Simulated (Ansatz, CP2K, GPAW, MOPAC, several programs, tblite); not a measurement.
## Many methods on one cell: SnO (4H polytype)

SnO in the 4H polytype structure (no longer in that coordination), relaxed with r2SCAN in Ansatz, was computed with several methods. The symmetry is P6_3mc (No. 186, hexagonal); conventional cell a = 3.298 Å, c = 18.362 Å, 21.61 Å³ an atom. Sn has 3 O at 2.17 Å; O has 3 Sn at 2.17 Å. No spin polarisation and no zero-point or thermal motion; the cell was built from a prototype and may be hypothetical.

```cif
data_structure
_symmetry_space_group_name_H-M 'P 1'
_symmetry_Int_Tables_number 1
_cell_length_a 3.2975
_cell_length_b 3.2975
_cell_length_c 18.3618
_cell_angle_alpha 90.000
_cell_angle_beta 90.000
_cell_angle_gamma 120.000
_cell_volume 172.91
loop_
_atom_site_label
_atom_site_type_symbol
_atom_site_fract_x
_atom_site_fract_y
_atom_site_fract_z
_atom_site_occupancy
Sn1 Sn 0.00000 0.00000 0.99727 1
Sn2 Sn 0.33333 0.66667 0.24638 1
Sn3 Sn 0.00000 0.00000 0.49727 1
Sn4 Sn 0.66667 0.33333 0.74638 1
O1 O 0.00000 0.00000 0.19023 1
O2 O 0.33333 0.66667 0.44113 1
O3 O 0.00000 0.00000 0.69023 1
O4 O 0.66667 0.33333 0.94113 1
```

Gaps and times are for a single point on this cell; volume and bulk modulus come from each method's own relaxation or energy curve at fixed shape, which is too stiff where a cell has free coordinates or axes. Times are rough, from shared hosts (Arm Neoverse V2), and each method has its own mesh and cell size. A double dagger marks a value from a curve with shape and coordinates held. A star marks a curve whose lowest point is an end point. PM6 (MOPAC), PM7 (MOPAC), GFN1-xTB (tblite), GFN2-xTB (tblite) treat a cluster of cells at its zone centre, which samples few k points: where these miss a band edge, the gap comes out too large for that reason alone. Gaps from k meshes are read at a limited set of points (mesh, symmetry points, PBE's band edges), so each method's own least gap may be somewhat smaller. xTB and the PM methods were fitted mostly to molecules, and can miss a solid's gap by electronvolts. Minimal bases can be far off for gaps. Curves at held shape can't give the bulk modulus of a layered or molecular crystal, so none is listed. GLLB-SC's gap includes the derivative discontinuity. d marks a direct gap, i an indirect one (no mark: not told apart), a dash a value that wasn't computed or didn't pass its checks.

| method | kind | gap (eV) | own volume (Å³/atom) | bulk modulus (GPa) | atoms computed | processor time |
| --- | --- | --- | --- | --- | --- | --- |
| GFN1-xTB (tblite) | tight binding | 3.70 | 20.38‡ | – | 72 | 2.4 s |
| PM6 (MOPAC) | semi-empirical | 5.52 | – | – | 72 | 2.4 s |
| PM7 (MOPAC) | semi-empirical | 6.73 | – | – | 72 | 2.6 s |
| light PBE (260 eV, its own mesh) | light plane-wave | 1.37 i | – | – | 8 | 5.1 s |
| GFN2-xTB (tblite) | tight binding | 2.80 | – | – | 72 | 6.2 s |
| PBE/SZV (CP2K) | small basis | 1.37 i | – | – | 8 | 21 s |
| PBE | semilocal | 1.40 i | 22.39 | – | 8 | 33 s |
| PBE/DZVP (CP2K) | small basis | 1.35 i | 23.61*‡ | – | 8 | 45 s |
| r2SCAN | semilocal | 1.61 i | 21.61 | – | 8 | 70 s |
| GLLB-SC (GPAW) | model potential | 2.31 | – | – | 8 | 73 s |

Against r2SCAN (1.61 eV) the nearest gap at the points sampled is that of PBE (-0.21 eV) and the farthest that of PM7 (MOPAC) (+5.11 eV). r2SCAN is only a yardstick of convenience: semilocal gaps usually lie below measured ones, which GLLB-SC and hybrids aim to mend.

Volumes against r2SCAN's: PBE +3.6 %.

The runs are scalar-relativistic, without spin-orbit coupling.
